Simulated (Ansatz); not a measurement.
# CO2 (I-42d) in Ansatz: phonons with PBE

Aim: the phonons of CO2 with PBE.

Everything below comes from runs of Ansatz 0.2.0. Logs are shortened: lines on timing, memory, paths and dates and some standing lists are left out, and cuts for length are marked.

### Step 1. The crystal as given

The structure is tetragonal, space group I-42d (No. 122). The conventional cell has a = 3.949 Å, b = 3.949 Å, c = 6.028 Å, α = 90.00°, β = 90.00°, γ = 90.00°. O (site symmetry 2) has 2 C at 1.40 Å as nearest neighbours. C (site symmetry -4) has 4 O at 1.40 Å as nearest neighbours.

The cell comes from a database or a generator and needn't be the stable form of this composition.

### Step 2. Phonons, PBE

File input.yaml:

```yaml
crystal:
  lattice:
    - [-1.974727, 1.974727, 3.014058]
    - [1.974727, -1.974727, 3.014058]
    - [1.974727, 1.974727, -3.014058]
  atoms:
    - { symbol: O, position: [0.875, 0.959798, 0.584798] }
    - { symbol: O, position: [0.375, 0.290202, 0.415202] }
    - { symbol: O, position: [0.040202, 0.625, 0.915202] }
    - { symbol: O, position: [0.709798, 0.125, 0.084798] }
    - { symbol: C, position: [0.0, 0.0, 0.0] }
    - { symbol: C, position: [0.75, 0.25, 0.5] }
hamiltonian:
  xc: pbe
  pseudopotentials: { kind: paw }
kpoints:
  mp_grid: { grid: [8, 8, 8] }
scf:
  occupations: { method: fixed }
phonons:
  method: dfpt
  dielectric: true
  rigid_motions: translations
```

Potentials or basis: Ansatz PAW.

The run is started by

```
$ ansatz run input.yaml --threads 2 --pin off --max-ram 5632MiB --backend cpu --events-out ev --progress --plain --runs-dir out
```

Standard output:

```text
Warning: RAYON_NUM_THREADS=2 ignored (pool sized by the plan → 2); use --threads N
Engine: ansatz 0.2.0, x86_64-unknown-linux-gnu
Pseudopotentials: kind: paw
Pseudopotential: O, paw, valence charge 6, recommended cutoff 420 eV (normal), O.paw.azcp
Pseudopotential: C, paw, valence charge 4, recommended cutoff 420 eV (normal), C.paw.azcp
Functional definition: PBE
  parameter kappa = 0.804
  parameter beta = 0.06672455060314922
  exchange = pbe_x(kappa = kappa, mu = beta*pi^2/3)
  correlation = pbe_c(beta = beta)
Crystal: 6 atoms, lattice volume = 47.014 Å³
Basis set: ecut = 420 eV, 919 PW (Γ), exchange–correlation on 64×64×64 points (8 copies of the dense FFT grid, shifted against one another)
Bands: 22, of which v1, the nominal top of the filled ones, is band 16 counted from 1 (15 counted from 0)
Symmetry: 8 space group operations
k-points: 260 of 512 (irreducible under 1 space group operation, time reversal used)
Non-local potential: O, projectors of the file, l = 0: 2, l = 1: 2, l = 2: 1
Non-local potential: C, projectors of the file, l = 0: 2, l = 1: 2, l = 2: 1
PAW form: soft (Blöchl's): semilocal exchange-correlation on the pseudo side does not see the compensation charge
PAW one-centre angular grid: O, 110 points (default); XC on 64 Gauss nodes
PAW one-centre angular grid: C, 110 points (default); XC on 64 Gauss nodes
Initial density: superposition of atomic densities (neutral atoms: chi_scale 0, normalization atom), corrected by the library's trained network
Initial wavefunctions: pseudopotential atomic-orbital guess
Functional: x = pbe(κ = 0.804, μ = 0.2195149727645171), c = pbe(β = 0.06672455060314922)
SCF iter   1: F=—  HF=-2766.902608 eV  |F-HF|=—  |Δ(HF+E_count)|=         —  Δρ=5.86e-3  dr2=1.02e-2  ethr=1.77e-3  ⟨swp⟩=5.1  Hψ=22038  notcnv=0  defer=1020
preconditioner: auto → none  [insulator: Δε(μ)=7.768 eV  Ē_g=18.915 eV  n_scr=14 (ndim 8)  ℏωp=30.6 eV  f_vac=0.039  ε∞_Penn≈3.6]
SCF iter   2: F=—  HF=-2766.902660 eV  |F-HF|=—  |Δ(HF+E_count)|=   5.21e-5  Δρ=2.92e-3  dr2=1.49e-3  ethr=3.20e-5  ⟨swp⟩=2.0  Hψ=11378  notcnv=0  defer=1038
SCF iter   3: F=—  HF=-2766.902778 eV  |F-HF|=—  |Δ(HF+E_count)|=   1.18e-4  Δρ=1.31e-3  dr2=1.71e-4  ethr=4.66e-6  ⟨swp⟩=2.0  Hψ=8843  notcnv=0  defer=1038
SCF iter   4: F=—  HF=-2766.903064 eV  |F-HF|=—  |Δ(HF+E_count)|=   2.87e-4  Δρ=3.13e-4  dr2=1.03e-5  ethr=5.35e-7  ⟨swp⟩=3.0  Hψ=10033  notcnv=0  defer=529
SCF iter   5: F=—  HF=-2766.903085 eV  |F-HF|=—  |Δ(HF+E_count)|=   2.10e-5  Δρ=3.19e-5  dr2=1.29e-7  ethr=3.21e-8  ⟨swp⟩=2.8  Hψ=10070  notcnv=0  defer=519
SCF iter   6: F=—  HF=-2766.903086 eV  |F-HF|=—  |Δ(HF+E_count)|=   8.33e-7  Δρ=2.36e-6  dr2=9.13e-10  ethr=4.04e-10  ⟨swp⟩=2.0  Hψ=9349  notcnv=0  defer=519
SCF iter   7: F=-2766.903086 eV  HF=-2766.903086 eV  |F-HF|=1.50e-11  |Δ(HF+E_count)|=   2.62e-9  Δρ=3.46e-7  dr2=1.74e-11  ethr=1.00e-12  ⟨swp⟩=12.9  Hψ=36929  notcnv=0
SCF 1 converged in 7 iterations: F = -2766.903086 eV  dr2 = 1.74e-11
NSCF: frozen V_eff on 3 k-points
DFPT response loops at Γ: preconditioner auto → none (the input reference at scf.mixing.eps_inf says where Resta's filter doesn't serve); β = 0.50; Broyden in place of MSR1
SCF converged after 7 iterations
Free energy (F): -2766.903086 eV
Harris-Foulkes:  -2766.903086 eV  (|F-HF|=1.50e-11)
Internal energy: -2766.903086 eV  (E = F + TS)
E sigma→0 (E₀):  -2766.903086 eV
Fermi energy:    4.974531 eV
--- Per-component energies (eV) ---
  E_band       = -115.300034
  E_kinetic    = 881.584855
  E_local      = -1769.277799  (includes V_loc(G=0)·N_el)
  E_nonlocal   = 244.119955
  E_hartree    = 588.327966
  E_xc         = -387.527104
  E_vxc        = -491.168694  (∫ρ·V_xc dr)
  E_paw        = -831.631340  (= ΣΔE_a)
  E_vpaw       = -157.224251  (= ΣTr[D̂ρ^β])
  E_aug_tail   = 0.010028  (compensation charges beyond the density's cutoff)
  E_ewald      = -1492.509648
  E_smearing   = -0.000000  (= −TS)
  E_closure    = 0.000000  (closes the sum)
  Σ components = -2766.903086   (vs F -2766.903086, Δ=0.00e0)
--- Band table (eV; the first three rows and the last of 260) ---
  k-point 0: bands = ["-18.9262", "-13.8778", "-13.8778", "-13.2608", "-9.5382", "-4.5880", "-4.5880", "-3.3434", "0.5349", "1.3321", "2.5446", "3.7903", "3.7903", "4.1236", "4.1236", "4.5281", "12.6887", "14.0491", "14.1690", "14.1690", "17.2701", "17.5296"]
  k-point 1: bands = ["-18.7898", "-14.2435", "-13.9111", "-13.3378", "-9.1679", "-4.7975", "-4.3901", "-3.1659", "0.3766", "1.5868", "2.6532", "3.5354", "3.9029", "3.9394", "4.0390", "4.3938", "12.8128", "14.1262", "14.3577", "14.4100", "17.2336", "17.4777"]
  k-point 2: bands = ["-18.3910", "-15.0642", "-13.9794", "-13.5462", "-8.3214", "-5.2535", "-3.8735", "-2.8259", "0.0606", "2.0771", "2.5043", "2.8741", "3.8021", "3.8340", "4.2276", "4.3846", "13.0344", "14.0603", "14.8264", "14.9426", "17.0181", "17.7456"]
  k-point 259: bands = ["-16.9350", "-16.9350", "-14.1334", "-14.1334", "-5.5271", "-5.5271", "-3.3363", "-3.3363", "1.7163", "1.7163", "1.8861", "1.8861", "2.1398", "2.1398", "4.9745", "4.9745", "13.8375", "13.8375", "15.5795", "15.5795", "16.3776", "16.3776"]
--- Phonons (Γ-DFPT): 5 representative perturbations + reference, on 260 of 512 k-points (Σ response iterations 17) ---
  k mesh reduced under 1 symmetry operation, with k and −k counted as one. Each operation leaves every solved perturbation unchanged. A smaller set is not considered because the run solves the response to a homogeneous field
  ASR residual: 1.097e-4 → 0.000e0 eV/Å²; symmetrization residual: 1.035e-6 eV/Å²
  ASR residual per site (eV/Å²): 6.11e-5 6.11e-5 6.11e-5 6.11e-5 1.10e-4 1.10e-4
  Γ frequencies (cm⁻¹): 0.00 0.00 0.00 337.44 337.44 529.23 625.26 665.15 770.58 806.38 806.38 844.91 845.14 845.14 1026.55 1026.55 1045.44 1067.08
  ε∞ (high-frequency dielectric tensor):
        3.194511     0.000000     0.000000
       -0.000000     3.194511    -0.000000
        0.000000     0.000000     3.200940
  ε⁰ (static dielectric tensor: ions relaxed, cell fixed):
        6.683576     0.000000     0.000000
        0.000000     6.683576    -0.000000
        0.000000    -0.000000     6.913902
  ε⁰ − ε∞ (ionic part):
        3.489064     0.000000     0.000000
        0.000000     3.489064    -0.000000
        0.000000    -0.000000     3.712962
  softest optical mode at Γ: 337.44 cm⁻¹; the repairs (sum rule, projections) moved no ω² at Γ by more than (1.71 cm⁻¹)²
  Born effective charges Z* (e; rows j = field, columns β = displacement):
    site 0:
        -0.92158    0.00000    0.00000
        -0.00000   -1.99779    0.87675
         0.00000    0.74695   -1.43885
    site 1:
        -0.92158    0.00000    0.00000
        -0.00000   -1.99779   -0.87675
         0.00000   -0.74695   -1.43885
    site 2:
        -1.99779    0.00000   -0.87675
        -0.00000   -0.92158    0.00000
        -0.74695   -0.00000   -1.43885
    site 3:
        -1.99779    0.00000    0.87675
        -0.00000   -0.92158    0.00000
         0.74695   -0.00000   -1.43885
    site 4:
         2.91937   -0.78413   -0.00000
         0.78413    2.91937   -0.00000
         0.00000    0.00000    2.87769
    site 5:
         2.91937    0.78413    0.00000
        -0.78413    2.91937   -0.00000
        -0.00000    0.00000    2.87769
  Z* charge neutrality: 1.311e-5 e pre-enforcement
  k-mesh period / interband length: 32.9 Å / 1.08 Å = 30.34 at k = (0.0000, 0.0000, 0.0000), direct gap 8.161 eV — 14 or more, which is no proof of convergence
  optical modes at Γ without the LO–TO term, one row a degenerate level:
      ω (cm⁻¹)  modes    IR ((D/Å)²/amu)
        337.44      2             0.4706
        529.23      1             0.0000
        625.26      1             0.0000
        665.15      1            18.6675
        770.58      1             0.0000
        806.38      2            89.6367
        844.91      1            28.3050
        845.14      2             0.0345
       1026.55      2            12.4182
       1045.44      1             0.0000
       1067.08      1             0.0000
  optical modes at Γ + LO–TO along q̂ = [1.0000, 0.0000, 0.0000]:
      ω (cm⁻¹)  modes    IR ((D/Å)²/amu)
        337.44      1             0.2353
        339.60      1             0.0450
        529.23      1             0.0000
        625.26      1             0.0000
        665.15      1            18.6675
        770.58      1             0.0000
        806.38      1            44.8184
        844.91      1            28.3050
        845.12      1             0.0002
        845.14      1             0.0173
        983.32      1             3.9045
       1026.55      1             6.2091
       1045.44      1             0.0000
       1067.08      1             0.0000
       1209.94      1            47.3302
  optical modes at Γ + LO–TO along q̂ = [0.0000, 1.0000, 0.0000]:
      ω (cm⁻¹)  modes    IR ((D/Å)²/amu)
        337.44      1             0.2353
        339.60      1             0.0450
        529.23      1             0.0000
        625.26      1             0.0000
        665.15      1            18.6675
        770.58      1             0.0000
        806.38      1            44.8184
        844.91      1            28.3050
        845.12      1             0.0002
        845.14      1             0.0173
        983.32      1             3.9045
       1026.55      1             6.2091
       1045.44      1             0.0000
       1067.08      1             0.0000
       1209.94      1            47.3302
  optical modes at Γ + LO–TO along q̂ = [0.0000, 0.0000, 1.0000]:
      ω (cm⁻¹)  modes    IR ((D/Å)²/amu)
        337.44      2             0.4706
        529.23      1             0.0000
        625.26      1             0.0000
        725.68      1             1.4469
        770.58      1             0.0000
        806.38      2            89.6367
        845.14      2             0.0345
       1026.55      2            12.4182
       1045.44      1             0.0000
       1067.08      1             0.0000
       1138.16      1            45.5256
```

Wall time 69 s (2 threads of Intel Xeon 6975P-C (Granite Rapids), shared host); peak memory 1.3 GiB.

Results:

* Free energy: -2766.9031 eV
* Band gap on the k mesh: 7.71 eV, indirect (least direct gap 8.16 eV)
* Electronic dielectric tensor (diagonal): 3.19, 3.19, 3.20
* Born charges (mean of the diagonal): O -1.45; C +2.91 e
* Highest phonon frequency at Γ, LO-TO splitting left out: 1067 cm⁻¹
* Static dielectric tensor (diagonal): 6.68, 6.68, 6.91

Phonon frequencies in cm⁻¹ (negative: imaginary):
| q point | frequencies |
| --- | --- |
| (0.000, 0.000, 0.000) | 0 0 0 337 337 529 625 665 771 806 806 845 845 845 1027 1027 1045 1067 |

Electronic dielectric tensor:
```
3.19 0.00 0.00
0.00 3.19 0.00
0.00 0.00 3.20
```

Born effective charge tensors (e):
atom 1, O
```
-0.92  0.00  0.00
 0.00 -2.00  0.88
 0.00  0.75 -1.44
```
atom 2, O
```
-0.92  0.00  0.00
 0.00 -2.00 -0.88
 0.00 -0.75 -1.44
```
atom 3, O
```
-2.00  0.00 -0.88
 0.00 -0.92  0.00
-0.75  0.00 -1.44
```
atom 4, O
```
-2.00  0.00  0.88
 0.00 -0.92  0.00
 0.75  0.00 -1.44
```
atom 5, C
```
 2.92 -0.78  0.00
 0.78  2.92  0.00
 0.00  0.00  2.88
```
atom 6, C
```
 2.92  0.78  0.00
-0.78  2.92  0.00
 0.00  0.00  2.88
```

Static dielectric tensor, electrons and zone-centre modes:
```
6.68 0.00 0.00
0.00 6.68 0.00
0.00 0.00 6.91
```

A k mesh can miss the band edges. As with any semilocal functional, this PBE gap is likely too small.
